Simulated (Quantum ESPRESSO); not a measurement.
The system is Na.

```
CELL_PARAMETERS angstrom
-2.14100 2.14100 2.14100
2.14100 -2.14100 2.14100
2.14100 2.14100 -2.14100
ATOMIC_POSITIONS crystal
Na 0.00000 0.00000 0.00000
```

```yaml
Program: Quantum ESPRESSO 7.5
Task: relaxation of cell and atoms
Functional: PBEsol
Potentials_or_basis: PseudoDojo 0.4.1 SR PBE standard
Cutoff: 1197 eV
Density_cutoff: 4789 eV
k_mesh: 9 × 9 × 9
Occupations: fermi-dirac, width 0.05 eV
Spin: no spin polarisation
```

At the start: pressure -0.5 GPa; volume 39.26 Å³/atom.

Q: How do energy, volume and symmetry change on relaxing?

A: Over 3 steps the energy falls by 5.5 meV/atom and the volume is 36.03 Å³/atom (-8.2 %); space group Im-3m (No. 229, to 0.05 Å).

The path:
```
step  energy change (eV)  largest force (eV/Å)  pressure (GPa)  volume (Å³)
   1              0.0000                0.0000           -0.55        39.26
   2             -0.0007                0.0000           -0.51        39.03
   3             -0.0055                0.0000            0.04        36.03
```

Final structure:
```
Na
1.0
    -2.08075    2.08075    2.08075
     2.08075   -2.08075    2.08075
     2.08075    2.08075   -2.08075
Na
1
Direct
  0.00000 0.00000 0.00000
```

Caveat: the potentials were made for another functional, which shifts forces and pressure.
